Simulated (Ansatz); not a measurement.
Relaxed bulk HfO₂, space group Fm-3m (No. 225):

```xyz
3
Lattice="0.0000 2.5292 2.5292 2.5292 0.0000 2.5292 2.5292 2.5292 0.0000" Properties=species:S:1:pos:R:3 pbc="T T T"
Hf    0.0000    0.0000    0.0000
O     1.2646    1.2646    1.2646
O     3.7937    3.7937    3.7937
```

Theory: DFT r2SCAN, scalar-relativistic, plane waves, PAW (Ansatz). Cutoff 500 eV, k spacing 0.19 to 0.25 Å⁻¹, dipole correction; no spin polarisation.

Slabs with different planes and terminations (top/bottom plane) are cut from it in 1×1 cells and relaxed. Each holds whole formula units counted by Hf and an excess Δn of O (negative: a deficit); ΔE is its energy over those formula units in the bulk and the excess in the standard state of O. The formation energy of HfO₂ is -11.163 eV a formula unit (uncorrected), so Δμ(O) runs from -5.582 eV to 0 if no other compound intervenes.

```csv
slab,A (Å²),Δn(O),ΔE (eV)
"(111) O/O, Hf4O8",11.08,0,1.515
"(100) Hf/Hf, Hf5O8",12.79,-2.00,15.647
```

(1) Work out each slab's surface energy at the O-rich and O-poor ends.

(2) Does the lowest surface change with the conditions?

Only the planes named were cut, so another facet can lie lower still. Reconstructions in larger cells weren't sought.

Results:

(1) γ = [ΔE − Δn·Δμ(O)]/(2A) × 16.02 J/m² per eV/Å², the mean of both faces:

| slab | O-rich (J/m²) | O-poor (J/m²) |
| --- | --- | --- |
| (111) O/O, Hf4O8 | 1.10 | 1.10 |
| (100) Hf/Hf, Hf5O8 | 9.80 | 2.81 |

(2) No: among these slabs (111) O/O, Hf4O8 is lowest at both ends, and since each γ is a straight line in Δμ, throughout the range.

The reference crystal is the fluorite-type form of HfO2, which isn't its usual structure.